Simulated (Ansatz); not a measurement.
## Al2O3 (Corundum) under changes of volume

One of the cells (8.502 Å³/atom); the others are scaled copies at fixed shape and fractional positions:

```
Al O
1.0
     2.38025    1.37424    4.33187
    -2.38025    1.37424    4.33187
     0.00000   -2.74848    4.33187
Al O
4 6
Direct
  0.85216 0.85216 0.85216
  0.64784 0.64784 0.64784
  0.14784 0.14784 0.14784
  0.35216 0.35216 0.35216
  0.05668 0.75000 0.44332
  0.75000 0.44332 0.05668
  0.44332 0.05668 0.75000
  0.94332 0.25000 0.55668
  0.25000 0.55668 0.94332
  0.55668 0.94332 0.25000
```

```yaml
Program: Ansatz 0.2.0
Functional: PBE
Potentials_or_basis: Ansatz NC
Cutoff: "1240 eV (not typed: the program's choice for these potentials)"
k_mesh: 7 × 7 × 7
Occupations: fermi-dirac, width 0.05 eV
Spin: no spin polarisation
```

```tsv
volume (Å³/atom)	energy over the lowest point (meV/atom)	pressure (GPa)	gap on the mesh (eV)	largest force (eV/Å)
7.992	?	?	?	?
8.162	31.78	18.6	6.76	0.072
8.332	15.31	12.6	6.50	0.056
8.502	4.91	7.1	6.24	0.041
8.672	0.00	2.2	5.99	0.055
8.842	0.07	-2.3	5.75	0.071
9.012	4.66	-6.3	5.52	0.086
```

What does the run at 7.992 Å³/atom give?

Energy over the lowest point 54.94 meV/atom; pressure 25.2 GPa; gap on the mesh 7.04 eV; largest force 0.089 eV/Å.

Worked out: A Birch-Murnaghan fit of order 3 (a polynomial in V^(-2/3)) to the other rows has its minimum at 8.75 Å³/atom with B0 = V·E''(V) = 230 GPa and B' = 4.0 at fixed shape and positions, which overstates the stiffness. It gives 54.95 meV/atom at 7.992 Å³/atom, against the run's 54.94, and -dE/dV = 25.2 GPa, against 25.2. A straight line through the other rows of the gap, of slope -12.5 eV per unit of ln V (its deformation potential), extrapolates to 7.02 eV, against the run's 7.04.

Energies are extrapolated to zero smearing.

Caveats: odd divisions of the mesh miss points on the zone boundary, where band edges often lie, so the gap on the mesh can be too wide.

A mesh can miss the band edges.
